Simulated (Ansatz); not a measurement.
# Thickness series of a HfN/AlN/TaN junction, part 7 of 9

Wanted: T(E), the conductance and its decay constant for HfN/AlN/TaN. The lower electrode is HfN rock salt(001), the upper one TaN rock salt(001); the barrier is AlN zinc blende(001) (N and N faces). In the first transport cell, after relaxation, the nearest pair of electrode and barrier is Hf–N at 2.28 Å, at a slant, at the lower face and Ta–N at 2.17 Å, at a slant, at the upper one. All share a net of side 3.203 Å, which strains the lower electrode by +0.0 %, the upper one by +2.5 % and the barrier by +2.9 %, against typed lattice constants near PBE's. The first steps treat the bulk electrodes alone.

Ansatz 0.2.0; PBE DFT, plane waves, PAW files (the session's first sound run).

So far, transmission at the Fermi level (a spin, zone mean): step 5 (T(E) of the junction) 4.7e-5; step 6 (53 atoms, atomic planes in the barrier 5, gap between the …) 0.00331; step 7 (55 atoms, atomic planes in the barrier 7, gap between the …) 2.4e-4. Also channels of the lower lead: step 5 1.44.

### Step 9. Conductance on a fine mesh, atomic planes in the barrier 11, gap between the electrodes 14.44 Å

Level of this step: PBE DFT, plane waves, PAW files; ballistic transmission by layer matching between semi-infinite leads (Ansatz).

System of this step: HfN/AlN/TaN. The cell holds 59 atoms: 30 N, 12 Hf, 5 Al and 12 Ta. Its edges and angles: a = 3.203 Å, b = 3.203 Å, c = 77.777 Å, α = 90.0°, β = 90.0°, γ = 90.0°. Regions: left electrode, 24 atoms (12 N and 12 Hf); barrier, 11 atoms (6 N and 5 Al); right electrode, 24 atoms (12 N and 12 Ta). Vacuum lies along c.

Barrier layers are added or taken out in the middle, and the relaxed faces stay.

Input file input.yaml:

```yaml
crystal:
  lattice:
    - [3.203, 0.0, 0.0]
    - [0.0, 3.203, 0.0]
    - [0.0, 0.0, 77.7773110097]
  atoms:
    - { symbol: "N", position: [0.5, 0.5, 0.0900005401] }
    - { symbol: Hf, position: [0.0, 0.0, 0.0900005401] }
    - { symbol: "N", position: [0.0, 0.0, 0.119276765] }
    - { symbol: Hf, position: [0.5, 0.5, 0.119276765] }
    - { symbol: "N", position: [0.5, 0.5, 0.1485529898] }
    - { symbol: Hf, position: [0.0, 0.0, 0.1485529898] }
    - { symbol: "N", position: [0.0, 0.0, 0.1778292147] }
    - { symbol: Hf, position: [0.5, 0.5, 0.1778292147] }
    - { symbol: "N", position: [0.5, 0.5, 0.2071054395] }
    - { symbol: Hf, position: [0.0, 0.0, 0.2071054395] }
    - { symbol: "N", position: [0.0, 0.0, 0.2363816644] }
    - { symbol: Hf, position: [0.5, 0.5, 0.2363816644] }
    - { symbol: "N", position: [0.5, 0.5, 0.2656578892] }
    - { symbol: Hf, position: [0.0, 0.0, 0.2656578892] }
    - { symbol: "N", position: [0.0, 0.0, 0.2949341141] }
    - { symbol: Hf, position: [0.5, 0.5, 0.2949341141] }
    - { symbol: "N", position: [0.5, 0.5, 0.3242103389] }
    - { symbol: Hf, position: [0.0, 0.0, 0.3242103389] }
    - { symbol: "N", position: [0.0, 0.0, 0.3534865638] }
    - { symbol: Hf, position: [0.5, 0.5, 0.3534865638] }
    - { symbol: "N", position: [0.5, 0.5, 0.3827627886] }
    - { symbol: Hf, position: [0.0, 0.0, 0.3827627886] }
    - { symbol: "N", position: [0.0, 0.0, 0.4099206401] }
    - { symbol: Hf, position: [0.5, 0.5, 0.4184648099] }
    - { symbol: "N", position: [0.5, 0.0, 0.4393064694] }
    - { symbol: Al, position: [0.5, 0.5, 0.4544271627] }
    - { symbol: "N", position: [0.0, 0.5, 0.4680753512] }
    - { symbol: Al, position: [0.0, 0.0, 0.4818013024] }
    - { symbol: "N", position: [0.5, 0.0, 0.4954178985] }
    - { symbol: Al, position: [0.5, 0.5, 0.5091511251] }
    - { symbol: "N", position: [0.0, 0.5, 0.5227677211] }
    - { symbol: Al, position: [0.0, 0.0, 0.5365009477] }
    - { symbol: "N", position: [0.5, 0.0, 0.5501413724] }
    - { symbol: Al, position: [0.5, 0.5, 0.5639718083] }
    - { symbol: "N", position: [0.0, 0.5, 0.577364839] }
    - { symbol: "N", position: [0.5, 0.5, 0.6034298182] }
    - { symbol: Ta, position: [0.0, 0.0, 0.5961611777] }
    - { symbol: "N", position: [0.0, 0.0, 0.6283028937] }
    - { symbol: Ta, position: [0.5, 0.5, 0.6283028937] }
    - { symbol: "N", position: [0.5, 0.5, 0.6564725503] }
    - { symbol: Ta, position: [0.0, 0.0, 0.6564725503] }
    - { symbol: "N", position: [0.0, 0.0, 0.6846422069] }
    - { symbol: Ta, position: [0.5, 0.5, 0.6846422069] }
    - { symbol: "N", position: [0.5, 0.5, 0.7128118635] }
    - { symbol: Ta, position: [0.0, 0.0, 0.7128118635] }
    - { symbol: "N", position: [0.0, 0.0, 0.7409815201] }
    - { symbol: Ta, position: [0.5, 0.5, 0.7409815201] }
    - { symbol: "N", position: [0.5, 0.5, 0.7691511768] }
    - { symbol: Ta, position: [0.0, 0.0, 0.7691511768] }
    - { symbol: "N", position: [0.0, 0.0, 0.7973208334] }
    - { symbol: Ta, position: [0.5, 0.5, 0.7973208334] }
    - { symbol: "N", position: [0.5, 0.5, 0.82549049] }
    - { symbol: Ta, position: [0.0, 0.0, 0.82549049] }
    - { symbol: "N", position: [0.0, 0.0, 0.8536601466] }
    - { symbol: Ta, position: [0.5, 0.5, 0.8536601466] }
    - { symbol: "N", position: [0.5, 0.5, 0.8818298033] }
    - { symbol: Ta, position: [0.0, 0.0, 0.8818298033] }
    - { symbol: "N", position: [0.0, 0.0, 0.9099994599] }
    - { symbol: Ta, position: [0.5, 0.5, 0.9099994599] }
kpoints:
  mp_grid: { grid: [8, 8, 1] }
scf:
  occupations: { method: fermi_dirac, width: 0.1 }
  max_iter: 150
hamiltonian:
  xc: pbe
output:
  transmission:
    kmesh: [26, 26]
    e_range: [-0.26, 0.27]
    de: 0.0375
    leads: [[10, 12], [47, 49]]
```

Started as:

```sh
$ ansatz run input.yaml --threads 8 --pin off --max-ram 24576MiB --backend cpu --events-out ev --progress --plain --runs-dir out
```

Numbers of over 12 decimals in the logs are rounded to 6 here.

Output:

```text
[...]
Crystal: 59 atoms, lattice volume = 797.934 Å³
Basis set: ecut = 420 eV, 15643 PW (Γ)
Bands: 380, of which v1, the nominal top of the filled ones, is band 317 counted from 1 (316 counted from 0)
Symmetry: 4 space group operations
[...]
k-points: 25 of 64
[...]
channels       : 1.431953e0 a spin
[...]
slowest decay  : 0.1457 /Å at (0.0385, 0.3077)
[...]
filled         : 3.3 meV under the level at which it is neutral
    channels       : 1.991124e0 a spin
[...]
slowest decay  : 0.0233 /Å at (0.2308, 0.1923)
  junction   : crystal 0 to crystal 1, 18.83 to 58.03 Å
    transmission   : 5.318499e-6 a spin
[...]
resistance     : 3.4409e2 Ω µm² beyond half of each lead's own
[key lines of the parts left out:]
SCF converged after 14 iterations
Free energy (F): -322120.340508 eV
Fermi energy:    15.815067 eV
```

The job ended after 12 min (8 threads of Arm Neoverse V2, shared host; peak memory 12 GiB).

G = 2.9e9 S/m² (1/G = 344 Ω µm²), 0.086 times the step before of this kind. The largest error estimate is 32 %, from the leads' potential steps. In the worse lead the potential repeats within 12 meV, which the program lets pass, though it still puts 32 % of error on the junction's conductance through them.

### Step 10. Conductance on a fine mesh, atomic planes in the barrier 13, gap between the electrodes 16.56 Å

System of this step: HfN/AlN/TaN. The cell holds 61 atoms: 31 N, 12 Hf, 6 Al and 12 Ta. Cell: a = 3.203 Å, b = 3.203 Å, c = 79.905 Å, α = 90.0°, β = 90.0°, γ = 90.0°. Regions: left electrode, 24 atoms (12 N and 12 Hf); barrier, 13 atoms (7 N and 6 Al); right electrode, 24 atoms (12 N and 12 Ta). Vacuum lies along c.

Barrier layers are added or taken out in the middle, and the relaxed faces stay.

Input file input.yaml:

```yaml
crystal:
  lattice:
    - [3.203, 0.0, 0.0]
    - [0.0, 3.203, 0.0]
    - [0.0, 0.0, 79.9045066706]
  atoms:
    - { symbol: "N", position: [0.5, 0.5, 0.0876045707] }
    - { symbol: Hf, position: [0.0, 0.0, 0.0876045707] }
    - { symbol: "N", position: [0.0, 0.0, 0.1161014119] }
    - { symbol: Hf, position: [0.5, 0.5, 0.1161014119] }
    - { symbol: "N", position: [0.5, 0.5, 0.1445982532] }
    - { symbol: Hf, position: [0.0, 0.0, 0.1445982532] }
    - { symbol: "N", position: [0.0, 0.0, 0.1730950945] }
    - { symbol: Hf, position: [0.5, 0.5, 0.1730950945] }
    - { symbol: "N", position: [0.5, 0.5, 0.2015919358] }
    - { symbol: Hf, position: [0.0, 0.0, 0.2015919358] }
    - { symbol: "N", position: [0.0, 0.0, 0.2300887771] }
    - { symbol: Hf, position: [0.5, 0.5, 0.2300887771] }
    - { symbol: "N", position: [0.5, 0.5, 0.2585856184] }
    - { symbol: Hf, position: [0.0, 0.0, 0.2585856184] }
    - { symbol: "N", position: [0.0, 0.0, 0.2870824597] }
    - { symbol: Hf, position: [0.5, 0.5, 0.2870824597] }
    - { symbol: "N", position: [0.5, 0.5, 0.315579301] }
    - { symbol: Hf, position: [0.0, 0.0, 0.315579301] }
    - { symbol: "N", position: [0.0, 0.0, 0.3440761423] }
    - { symbol: Hf, position: [0.5, 0.5, 0.3440761423] }
    - { symbol: "N", position: [0.5, 0.5, 0.3725729836] }
    - { symbol: Hf, position: [0.0, 0.0, 0.3725729836] }
    - { symbol: "N", position: [0.0, 0.0, 0.3990078463] }
    - { symbol: Hf, position: [0.5, 0.5, 0.4073245555] }
    - { symbol: "N", position: [0.5, 0.0, 0.4276113742] }
    - { symbol: Al, position: [0.5, 0.5, 0.4423295286] }
    - { symbol: "N", position: [0.0, 0.5, 0.4556143787] }
    - { symbol: Al, position: [0.0, 0.0, 0.4689749215] }
    - { symbol: "N", position: [0.5, 0.0, 0.4822290203] }
    - { symbol: Al, position: [0.5, 0.5, 0.4955966447] }
    - { symbol: "N", position: [0.0, 0.5, 0.5088507435] }
    - { symbol: Al, position: [0.0, 0.0, 0.522218368] }
    - { symbol: "N", position: [0.5, 0.0, 0.5354724667] }
    - { symbol: Al, position: [0.5, 0.5, 0.5488400912] }
    - { symbol: "N", position: [0.0, 0.5, 0.5621173842] }
    - { symbol: Al, position: [0.0, 0.0, 0.5755796302] }
    - { symbol: "N", position: [0.5, 0.0, 0.5886161153] }
    - { symbol: "N", position: [0.0, 0.0, 0.6139871998] }
    - { symbol: Ta, position: [0.5, 0.5, 0.606912063] }
    - { symbol: "N", position: [0.5, 0.5, 0.6381981112] }
    - { symbol: Ta, position: [0.0, 0.0, 0.6381981112] }
    - { symbol: "N", position: [0.0, 0.0, 0.665617843] }
    - { symbol: Ta, position: [0.5, 0.5, 0.665617843] }
    - { symbol: "N", position: [0.5, 0.5, 0.6930375748] }
    - { symbol: Ta, position: [0.0, 0.0, 0.6930375748] }
    - { symbol: "N", position: [0.0, 0.0, 0.7204573066] }
    - { symbol: Ta, position: [0.5, 0.5, 0.7204573066] }
    - { symbol: "N", position: [0.5, 0.5, 0.7478770384] }
    - { symbol: Ta, position: [0.0, 0.0, 0.7478770384] }
    - { symbol: "N", position: [0.0, 0.0, 0.7752967702] }
    - { symbol: Ta, position: [0.5, 0.5, 0.7752967702] }
    - { symbol: "N", position: [0.5, 0.5, 0.8027165021] }
    - { symbol: Ta, position: [0.0, 0.0, 0.8027165021] }
    - { symbol: "N", position: [0.0, 0.0, 0.8301362339] }
    - { symbol: Ta, position: [0.5, 0.5, 0.8301362339] }
    - { symbol: "N", position: [0.5, 0.5, 0.8575559657] }
    - { symbol: Ta, position: [0.0, 0.0, 0.8575559657] }
    - { symbol: "N", position: [0.0, 0.0, 0.8849756975] }
    - { symbol: Ta, position: [0.5, 0.5, 0.8849756975] }
    - { symbol: "N", position: [0.5, 0.5, 0.9123954293] }
    - { symbol: Ta, position: [0.0, 0.0, 0.9123954293] }
kpoints:
  mp_grid: { grid: [8, 8, 1] }
scf:
  occupations: { method: fermi_dirac, width: 0.1 }
  max_iter: 150
hamiltonian:
  xc: pbe
output:
  transmission:
    kmesh: [26, 26]
    e_range: [-0.26, 0.27]
    de: 0.0375
    leads: [[10, 12], [49, 51]]
```

Output:

```text
[...]
Crystal: 61 atoms, lattice volume = 819.757 Å³
Basis set: ecut = 420 eV, 16059 PW (Γ)
Bands: 385, of which v1, the nominal top of the filled ones, is band 321 counted from 1 (320 counted from 0)
Symmetry: 4 space group operations
[...]
k-points: 25 of 64
[...]
channels       : 1.431953e0 a spin
[...]
slowest decay  : 0.1453 /Å at (0.3077, 0.0385)
[...]
filled         : 3.1 meV under the level at which it is neutral
    channels       : 1.991124e0 a spin
[...]
slowest decay  : 0.0233 /Å at (0.2308, 0.1923)
  junction   : crystal 0 to crystal 1, 18.83 to 60.16 Å
    transmission   : 1.090322e-6 a spin
[...]
resistance     : 1.5871e3 Ω µm² beyond half of each lead's own
[key lines of the parts left out:]
SCF converged after 14 iterations
Free energy (F): -323044.524306 eV
Fermi energy:    15.611822 eV
```

It took 13 min on 8 threads; peak memory 13 GiB.

G = 6.3e8 S/m² (1/G = 1587 Ω µm²), 0.22 times the step before of this kind. The largest error estimate is 45 %, from the mesh across the current. In the worse lead the potential repeats within 12 meV, which the program lets pass, though it still puts 40 % of error on the junction's conductance through them.

(Part 7 of 9 ends here.)

[Logs are printed without paths, hosts, clocks, repeated set-up lines and the standing remarks that a program may print on its own settings, such as how far it seeks lower states.]

[Hosts, paths, dates, database ids (printed as entryN), source tags and the programs' standing remarks are cut or masked in the printed files.]
